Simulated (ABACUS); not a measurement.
Runs of ABACUS 3.10.1 on Zn. Symmetry: Im-3m, No. 229, cubic system. The conventional cell has a = 3.138 Å, b = 3.138 Å, c = 3.138 Å, α = 90.00°, β = 90.00°, γ = 90.00°. Zn (site symmetry m-3m) has 8 Zn at 2.72 Å as nearest neighbours. This isn't the form of Zn at room conditions, which is hcp.

| level | gap on the mesh (eV) | pressure (GPa) |
| --- | --- | --- |
| PW91 | none | -0.5 |
| PBEsol | none | (a) |
| SOGGA | none | (b) |
| r2SCAN | none | -5.7 |
| LDA | none | -10.3 |

Alike in all rows: task single point; potentials or basis SG15 ONCV 1.2 PBE, plane waves; no spin polarisation; cell as given; k mesh 12 × 12 × 12; cutoff (eV) 1143; smearing fermi-dirac 0.05 eV.

Fill in the values left out.

(a) -5.6; (b) -6.9.

Caveats: the potentials were made for another functional, which shifts forces and pressure.

A gap of «none» marks a metal or a gap under the smearing width.
